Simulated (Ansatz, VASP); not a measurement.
**One calculation of ZrS, two programs**

The input INCAR:

```
SYSTEM = ZrS
PREC = Accurate
ENCUT = 600
EDIFF = 1E-6
ISMEAR = 0
SIGMA = 0.1
LREAL = .FALSE.
LASPH = .TRUE.
NELM = 60
ALGO = Normal
ISIF = 3
LWAVE = .FALSE.
LCHARG = .FALSE.
GGA = PS
IBRION = 2
NSW = 80
EDIFFG = -0.01
```

File KPOINTS:

```
regular mesh
0
G
  2 2 2
  0 0 0
```

The input POSCAR:

```
ZrS
1.0
    0.0000000000      2.6250000000      2.6250000000
    2.6250000000      0.0000000000      2.6250000000
    2.6250000000      2.6250000000      0.0000000000
Zr S
1 1
Direct
    0.0000000000      0.0000000000      0.0000000000
    0.5000000000      0.5000000000      0.5000000000
```

Input for Ansatz:

```yaml
crystal:
  lattice:
    - [0.0, 2.625, 2.625]
    - [2.625, 0.0, 2.625]
    - [2.625, 2.625, 0.0]
  atoms:
    - { symbol: Zr, position: [0.0, 0.0, 0.0] }
    - { symbol: S, position: [0.5, 0.5, 0.5] }
basis:
  ecutwfc: 420
kpoints:
  mp_grid: { grid: [2, 2, 2] }
hamiltonian:
  xc: pbesol
scf:
  occupations: { method: gaussian, width: 0.1 }
output:
  forces: true
  stress: true
  eigenvalues: true
relax:
  adjacent_minimum: "off"
  f_tol: 0.01
  max_steps: 60
  cell: { stress_tol: 0.05 }
```

Alike in both runs: task relaxation of cell and atoms; functional PBEsol; k mesh 2 × 2 × 2; occupations gaussian, width 0.1 eV; no spin polarisation.

|  | VASP | Ansatz |
| --- | --- | --- |
| version | VASP 6.6.1 | Ansatz 0.2.0 |
| potentials or method | VASP PAW PBE potentials, release 64 (Zr_sv, S) | scalar-relativistic, plane waves, PAW |
| plane-wave cutoff (eV) | 600 | 420 |
| valence electrons in the cell | 18 | 18 |

|  | VASP | Ansatz | Ansatz less VASP |
| --- | --- | --- | --- |
| gap on the k mesh at the Fermi level, each at its own relaxed structure (eV) | none | none | - |
| relaxed volume (Å³/atom) | 17.22 | 17.20 | -0.019 |
| relaxed cell length with the largest relative difference (Å) | 3.652 | 3.651 | -0.0013 |
| energy change over the relaxation (meV/atom) | -20 | -21 | -1.2 |

A gap of «none» marks a metal or a gap that the smearing closes.

Caveats: the k mesh is coarse (spacing up to 1.04 Å⁻¹), so the values aren't converged; the bands computed are all filled at some k points, so no gap is given; the PAW data sets were made with another functional, which shifts forces and pressure a little (VASP).
